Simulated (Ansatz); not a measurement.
# W(100) / 1 layer V(100) / W(100): resistance against film thickness, part 2 of 3

How does the resistance across the layers grow with the film in W(100) / 1 layer V(100) / W(100)?

Ansatz 0.2.0; Ansatz plane-wave DFT, LDA, PAW files; ballistic transport by layer matching (Landauer), zero bias; PAW set soft_1 (the session's first sound run).

So far. Step 2 (With 1 layer): The lead's potential steps by 1.7 meV from period to period, small in itself. The program estimates the junction's conductance to 6 % from the k-mesh, 0.6 % from the leads' distance from neutral and 0.4 % from their steps.

**3. With 3 layers, film layers 3**

The stack now holds 3 film layers; the k-mesh follows the cell, and the energies span -0.27 to 0.27 eV.

System of this step: W(100) / 3 layers V(100) / W(100). The cell holds 14 atoms: 11 W and 3 V. Its edges and angles: a = 3.165 Å, b = 3.165 Å, c = 21.556 Å, α = 90.0°, β = 90.0°, γ = 90.0°. It derives from W and V. Regions: lead, 11 atoms (11 W); films, 3 atoms (3 V). The structure is stacked along c, and the current runs across the ab planes.

The input, input.yaml:

```yaml
crystal:
  lattice:
    - [3.1648, 0.0, 0.0]
    - [0.0, 3.1648, 0.0]
    - [0.0, 0.0, 21.5559928845]
  atoms:
    - { symbol: W, position: [0.0, 0.0, 0.03670441] }
    - { symbol: W, position: [0.5, 0.5, 0.1101132299] }
    - { symbol: W, position: [0.0, 0.0, 0.1835220498] }
    - { symbol: W, position: [0.5, 0.5, 0.2569308697] }
    - { symbol: W, position: [0.0, 0.0, 0.3303396897] }
    - { symbol: V, position: [0.5, 0.5, 0.3991279298] }
    - { symbol: V, position: [0.0, 0.0, 0.46329559] }
    - { symbol: V, position: [0.5, 0.5, 0.5274632503] }
    - { symbol: W, position: [0.0, 0.0, 0.5962514904] }
    - { symbol: W, position: [0.5, 0.5, 0.6696603103] }
    - { symbol: W, position: [0.0, 0.0, 0.7430691303] }
    - { symbol: W, position: [0.5, 0.5, 0.8164779502] }
    - { symbol: W, position: [0.0, 0.0, 0.8898867701] }
    - { symbol: W, position: [0.5, 0.5, 0.96329559] }
kpoints:
  mp_grid: { grid: [12, 12, 2] }
hamiltonian:
  xc: lda
  pseudopotentials: { kind: paw, azcp: { folder: soft_1 }, xc_functional: pbe }
scf:
  occupations: { method: fermi_dirac, width: 0.1 }
output:
  transmission:
    leads: [[0, 1]]
    kmesh: [24, 24]
    e_range: [-0.27, 0.27]
    de: 0.036
  write_potential: true
  write_density: true
  volumetric_format: npy
```

Started as:

```
$ ansatz run input.yaml --threads 4 --pin off --max-ram 8192MiB --backend cpu --events-out ev --progress --plain --runs-dir out
```

Numbers of over 12 decimals in the logs are rounded to 6 here.

What it wrote:

```text
[...]
Crystal: 14 atoms, lattice volume = 215.904 Å³
Basis set: ecut = 420 eV, 4241 PW (Γ)
Bands: 116, of which v1, the nominal top of the filled ones, is band 97 counted from 1 (96 counted from 0)
Symmetry: 16 space group operations
[...]
k-points: 56 of 288
[...]
--- Transmission ---
  basis      : 89 plane waves across, 27 finite elements along
  points     : 91, standing for a mesh of 24 x 24
[...]
filled         : 34.5 meV under the level at which it is neutral
    channels       : 1.309028e0 a spin
[...]
slowest decay  : 0.0357 /Å at (0.2500, 0.2500)
  junction   : crystal 0 to crystal 0, -0.70 to 19.28 Å
    transmission   : 7.582190e-1 a spin
[...]
resistance     : 6.9666e-4 Ω µm² beyond half of each lead's own
[key lines of the parts left out:]
SCF converged after 13 iterations
Free energy (F): -120018.917192 eV
Fermi energy:    20.746552 eV
```

It took 73 s on 4 threads of Intel Xeon Platinum 8488C (Sapphire Rapids), shared host; peak memory 1.5 GiB; 4.5 min of CPU time.

This step gave:

| Item | Value |
| --- | --- |
| free energy | -120018.9172 eV |
| energy at zero smearing | -120018.7788 eV |
| Fermi energy | 20.75 eV |
| step of the lead's potential | 2.5 meV |
| ballistic conductance of the lead | 9.92e14 S/m² |
| estimated errors of the lead's conductance | 0, 6.8, 3.3 % (band edges, k-mesh, distance from neutral) |
| lead conductance per cell | 1.282 G₀ |
| conductance of the junction | 5.87e14 S/m² |
| junction conductance per cell | 0.7585 G₀ |
| estimated errors of the junction's conductance | 0.1, 0, 7.4, 1.3, 0.7 % (energy step, band edges, k-mesh, leads' steps, distance from neutral) |
| area resistance that the stack adds (contact term taken off, spin by spin) | 0.6967 fΩ m² |

Per spin. The transmission, zone mean by energy, zero at the Fermi level:

```
energy (eV)  transmission, zone mean
     -0.270                    0.749
     -0.234                    0.764
     -0.198                    0.774
     -0.162                    0.785
     -0.126                    0.780
     -0.090                    0.785
     -0.054                    0.769
     -0.018                    0.752
      0.018                    0.758
      0.054                    0.747
      0.090                    0.743
      0.126                    0.738
      0.162                    0.737
      0.198                    0.735
      0.234                    0.755
      0.270                    0.743
```

The conductance of the junction is 5.9e14 S/m², 19 % under the 7.3e14 S/m² of the last finished run.

**4. With 5 layers, k-mesh 12×12×1, film layers 5**

The stack now holds 5 film layers; the k-mesh follows the cell, and the energies span -0.27 to 0.27 eV.

System of this step: W(100) / 5 layers V(100) / W(100). The cell holds 16 atoms: 11 W and 5 V. Cell: a = 3.165 Å, b = 3.165 Å, c = 24.322 Å, α = 90.0°, β = 90.0°, γ = 90.0°. It derives from W and V. Regions: lead, 11 atoms (11 W); films, 5 atoms (5 V). The structure is stacked along c, and the current runs across the ab planes.

input.yaml, the sections that differ from step 3:

```yaml
crystal:
  lattice:
    - [3.1648, 0.0, 0.0]
    - [0.0, 3.1648, 0.0]
    - [0.0, 0.0, 24.3223881409]
  atoms:
    - { symbol: W, position: [0.0, 0.0, 0.0325297004] }
    - { symbol: W, position: [0.5, 0.5, 0.0975891013] }
    - { symbol: W, position: [0.0, 0.0, 0.1626485022] }
    - { symbol: W, position: [0.5, 0.5, 0.227707903] }
    - { symbol: W, position: [0.0, 0.0, 0.2927673039] }
    - { symbol: V, position: [0.5, 0.5, 0.3537316634] }
    - { symbol: V, position: [0.0, 0.0, 0.4106009815] }
    - { symbol: V, position: [0.5, 0.5, 0.4674702996] }
    - { symbol: V, position: [0.0, 0.0, 0.5243396177] }
    - { symbol: V, position: [0.5, 0.5, 0.5812089358] }
    - { symbol: W, position: [0.0, 0.0, 0.6421732953] }
    - { symbol: W, position: [0.5, 0.5, 0.7072326961] }
    - { symbol: W, position: [0.0, 0.0, 0.772292097] }
    - { symbol: W, position: [0.5, 0.5, 0.8373514978] }
    - { symbol: W, position: [0.0, 0.0, 0.9024108987] }
    - { symbol: W, position: [0.5, 0.5, 0.9674702996] }
kpoints:
  mp_grid: { grid: [12, 12, 1] }
# hamiltonian, scf, output: as in step 3
```

What it wrote:

```text
[...]
Crystal: 16 atoms, lattice volume = 243.612 Å³
Basis set: ecut = 420 eV, 4785 PW (Γ)
Bands: 132, of which v1, the nominal top of the filled ones, is band 110 counted from 1 (109 counted from 0)
Symmetry: 16 space group operations
[...]
k-points: 28 of 144
[...]
--- Transmission ---
  basis      : 89 plane waves across, 34 finite elements along
  points     : 91, standing for a mesh of 24 x 24
[...]
filled         : 45.6 meV under the level at which it is neutral
    channels       : 1.274306e0 a spin
[...]
slowest decay  : 0.0079 /Å at (0.2917, 0.2917)
  junction   : crystal 0 to crystal 0, -0.70 to 22.04 Å
    transmission   : 7.255948e-1 a spin
[...]
resistance     : 7.4978e-4 Ω µm² beyond half of each lead's own
[key lines of the parts left out:]
SCF converged after 13 iterations
Free energy (F): -125739.602819 eV
Fermi energy:    20.174068 eV
```

Elapsed: 66 s, on 4 threads; peak memory 1.4 GiB.

Numbers from this step:

* free energy: -125739.6028 eV
* energy at zero smearing: -125739.4044 eV
* Fermi energy: 20.17 eV
* step of the lead's potential: 1.6 meV
* ballistic conductance of the lead: 9.83e14 S/m²
* estimated errors of the lead's conductance: 0, 6.7, 4.2 % (band edges, k-mesh, distance from neutral)
* lead conductance per cell: 1.271 G₀
* conductance of the junction: 5.66e14 S/m²
* junction conductance per cell: 0.7317 G₀
* estimated errors of the junction's conductance: 0.4, 0, 7.2, 0.4, 1.1 % (energy step, band edges, k-mesh, leads' steps, distance from neutral)
* area resistance that the stack adds (contact term taken off, spin by spin): 0.7498 fΩ m²

Per spin. Table of transmission, zone mean by energy, zero at the Fermi level:

| energy (eV) | transmission, zone mean |
| --- | --- |
| -0.270 | 0.769 |
| -0.234 | 0.782 |
| -0.198 | 0.785 |
| -0.162 | 0.787 |
| -0.126 | 0.773 |
| -0.090 | 0.758 |
| -0.054 | 0.739 |
| -0.018 | 0.733 |
| 0.018 | 0.726 |
| 0.054 | 0.726 |
| 0.090 | 0.712 |
| 0.126 | 0.721 |
| 0.162 | 0.701 |
| 0.198 | 0.684 |
| 0.234 | 0.669 |
| 0.270 | 0.677 |

The conductance of the junction is 5.7e14 S/m², 3.5 % under the 5.9e14 S/m² of the last finished run, within the error estimates, leads' steps apart, of 7.4 and 7.2 %.

**5. With 7 layers, k-mesh 12×12×1, film layers 7**

The stack now holds 7 film layers; the k-mesh follows the cell, and the energies span -0.27 to 0.27 eV.

System of this step: W(100) / 7 layers V(100) / W(100). The cell holds 18 atoms: 11 W and 7 V. Cell: a = 3.165 Å, b = 3.165 Å, c = 27.089 Å, α = 90.0°, β = 90.0°, γ = 90.0°. It derives from W and V. Regions: lead, 11 atoms (11 W); films, 7 atoms (7 V). The structure is stacked along c, and the current runs across the ab planes.

input.yaml, the sections that differ from step 4:

```yaml
crystal:
  lattice:
    - [3.1648, 0.0, 0.0]
    - [0.0, 3.1648, 0.0]
    - [0.0, 0.0, 27.0887833972]
  atoms:
    - { symbol: W, position: [0.0, 0.0, 0.0292076609] }
    - { symbol: W, position: [0.5, 0.5, 0.0876229827] }
    - { symbol: W, position: [0.0, 0.0, 0.1460383046] }
    - { symbol: W, position: [0.5, 0.5, 0.2044536264] }
    - { symbol: W, position: [0.0, 0.0, 0.2628689482] }
    - { symbol: V, position: [0.5, 0.5, 0.3176074277] }
    - { symbol: V, position: [0.0, 0.0, 0.3686690648] }
    - { symbol: V, position: [0.5, 0.5, 0.419730702] }
    - { symbol: V, position: [0.0, 0.0, 0.4707923391] }
    - { symbol: V, position: [0.5, 0.5, 0.5218539762] }
    - { symbol: V, position: [0.0, 0.0, 0.5729156134] }
    - { symbol: V, position: [0.5, 0.5, 0.6239772505] }
    - { symbol: W, position: [0.0, 0.0, 0.67871573] }
    - { symbol: W, position: [0.5, 0.5, 0.7371310518] }
    - { symbol: W, position: [0.0, 0.0, 0.7955463736] }
    - { symbol: W, position: [0.5, 0.5, 0.8539616954] }
    - { symbol: W, position: [0.0, 0.0, 0.9123770173] }
    - { symbol: W, position: [0.5, 0.5, 0.9707923391] }
# kpoints, hamiltonian, scf, output: as in step 4
```

What it wrote:

```text
[...]
Crystal: 18 atoms, lattice volume = 271.320 Å³
Basis set: ecut = 420 eV, 5371 PW (Γ)
Bands: 147, of which v1, the nominal top of the filled ones, is band 123 counted from 1 (122 counted from 0)
Symmetry: 16 space group operations
[...]
k-points: 28 of 144
[...]
--- Transmission ---
  basis      : 89 plane waves across, 34 finite elements along
  points     : 91, standing for a mesh of 24 x 24
[...]
filled         : 36.3 meV under the level at which it is neutral
    channels       : 1.295139e0 a spin
[...]
slowest decay  : 0.0048 /Å at (0.2917, 0.2500)
  junction   : crystal 0 to crystal 0, -0.70 to 24.81 Å
    transmission   : 7.293602e-1 a spin
[...]
resistance     : 7.8052e-4 Ω µm² beyond half of each lead's own
[key lines of the parts left out:]
SCF converged after 12 iterations
Free energy (F): -131460.366662 eV
Fermi energy:    19.735873 eV
```

It took 76 s on 4 threads; peak memory 1.6 GiB; 4.7 min of CPU time.

Numbers from this step:

```yaml
free_energy: -131460.3667 eV
energy_at_zero_smearing: -131460.1259 eV
fermi_energy: 19.74 eV
step_of_the_lead_s_potential: 2 meV
ballistic_conductance_of_the_lead: 9.90e14 S/m²
estimated_errors_of_the_lead_s_conductance: 0, 6.8, 3.5 % (band edges, k-mesh, distance from neutral)
lead_conductance_per_cell: 1.280 G₀
conductance_of_the_junction: 5.59e14 S/m²
junction_conductance_per_cell: 0.7223 G₀
estimated_errors_of_the_junction_s_conductance: 0.1, 0, 6.6, 0.7, 1.2 % (energy step, band edges, k-mesh, leads' steps, distance from neutral)
area_resistance_that_the_stack_adds_contact_term_taken_off_spin_by_spin: 0.7805 fΩ m²
```

Per spin. Transmission, zone mean against energy, zero at the Fermi level:

| energy (eV) | transmission, zone mean |
| --- | --- |
| -0.270 | 0.760 |
| -0.234 | 0.782 |
| -0.198 | 0.777 |
| -0.162 | 0.775 |
| -0.126 | 0.766 |
| -0.090 | 0.746 |
| -0.054 | 0.732 |
| -0.018 | 0.720 |
| 0.018 | 0.729 |
| 0.054 | 0.716 |
| 0.090 | 0.690 |
| 0.126 | 0.695 |
| 0.162 | 0.668 |
| 0.198 | 0.710 |
| 0.234 | 0.710 |
| 0.270 | 0.717 |

The conductance of the junction is 5.6e14 S/m², 1.3 % under the 5.7e14 S/m² of the last finished run, within the error estimates, leads' steps apart, of 7.2 and 6.6 %.

**6. With 9 layers, k-mesh 12×12×1, film layers 9**

The stack now holds 9 film layers; the k-mesh follows the cell, and the energies span -0.27 to 0.27 eV.

System of this step: W(100) / 9 layers V(100) / W(100). The cell holds 20 atoms: 11 W and 9 V. Its edges and angles: a = 3.165 Å, b = 3.165 Å, c = 29.855 Å, α = 90.0°, β = 90.0°, γ = 90.0°. It derives from W and V. Regions: lead, 11 atoms (11 W); films, 9 atoms (9 V). The structure is stacked along c, and the current runs across the ab planes.

input.yaml, the sections that differ from step 5:

```yaml
crystal:
  lattice:
    - [3.1648, 0.0, 0.0]
    - [0.0, 3.1648, 0.0]
    - [0.0, 0.0, 29.8551786536]
  atoms:
    - { symbol: W, position: [0.0, 0.0, 0.026501265] }
    - { symbol: W, position: [0.5, 0.5, 0.0795037949] }
    - { symbol: W, position: [0.0, 0.0, 0.1325063248] }
    - { symbol: W, position: [0.5, 0.5, 0.1855088547] }
    - { symbol: W, position: [0.0, 0.0, 0.2385113847] }
    - { symbol: V, position: [0.5, 0.5, 0.2881777702] }
    - { symbol: V, position: [0.0, 0.0, 0.3345080114] }
    - { symbol: V, position: [0.5, 0.5, 0.3808382526] }
    - { symbol: V, position: [0.0, 0.0, 0.4271684938] }
    - { symbol: V, position: [0.5, 0.5, 0.473498735] }
    - { symbol: V, position: [0.0, 0.0, 0.5198289762] }
    - { symbol: V, position: [0.5, 0.5, 0.5661592174] }
    - { symbol: V, position: [0.0, 0.0, 0.6124894586] }
    - { symbol: V, position: [0.5, 0.5, 0.6588196998] }
    - { symbol: W, position: [0.0, 0.0, 0.7084860854] }
    - { symbol: W, position: [0.5, 0.5, 0.7614886153] }
    - { symbol: W, position: [0.0, 0.0, 0.8144911453] }
    - { symbol: W, position: [0.5, 0.5, 0.8674936752] }
    - { symbol: W, position: [0.0, 0.0, 0.9204962051] }
    - { symbol: W, position: [0.5, 0.5, 0.973498735] }
# kpoints, hamiltonian, scf, output: as in step 5
```

What it wrote:

```text
[...]
Crystal: 20 atoms, lattice volume = 299.028 Å³
Basis set: ecut = 420 eV, 5899 PW (Γ)
Bands: 163, of which v1, the nominal top of the filled ones, is band 136 counted from 1 (135 counted from 0)
Symmetry: 16 space group operations
[...]
k-points: 28 of 144
[...]
--- Transmission ---
  basis      : 89 plane waves across, 40 finite elements along
  points     : 91, standing for a mesh of 24 x 24
[...]
filled         : 34.1 meV under the level at which it is neutral
    channels       : 1.309028e0 a spin
[...]
slowest decay  : 0.0356 /Å at (0.2500, 0.2500)
  junction   : crystal 0 to crystal 0, -0.70 to 27.57 Å
    transmission   : 7.478892e-1 a spin
[...]
resistance     : 7.2790e-4 Ω µm² beyond half of each lead's own
[key lines of the parts left out:]
SCF converged after 12 iterations
Free energy (F): -137181.089933 eV
Fermi energy:    19.371924 eV
```

The job ended after 95 s (4 threads; peak memory 1.9 GiB; 5.8 min of CPU time).

This step gave:

```yaml
free_energy: -137181.0899 eV
energy_at_zero_smearing: -137180.7972 eV
fermi_energy: 19.37 eV
step_of_the_lead_s_potential: 2.5 meV
ballistic_conductance_of_the_lead: 9.92e14 S/m²
estimated_errors_of_the_lead_s_conductance: 0, 6.8, 3.2 % (band edges, k-mesh, distance from neutral)
lead_conductance_per_cell: 1.283 G₀
conductance_of_the_junction: 5.76e14 S/m²
junction_conductance_per_cell: 0.7449 G₀
estimated_errors_of_the_junction_s_conductance: 0, 0, 7.2, 1.1, 0.2 % (energy step, band edges, k-mesh, leads' steps, distance from neutral)
area_resistance_that_the_stack_adds_contact_term_taken_off_spin_by_spin: 0.7279 fΩ m²
```

(Continued in part 3 of 3.)

[Logs are printed without paths, hosts, clocks, repeated set-up lines and the standing remarks that a program may print on its own settings, such as how far it seeks lower states.]

[Hosts, paths, dates, database ids (printed as entryN), source tags and the programs' standing remarks are cut or masked in the printed files.]
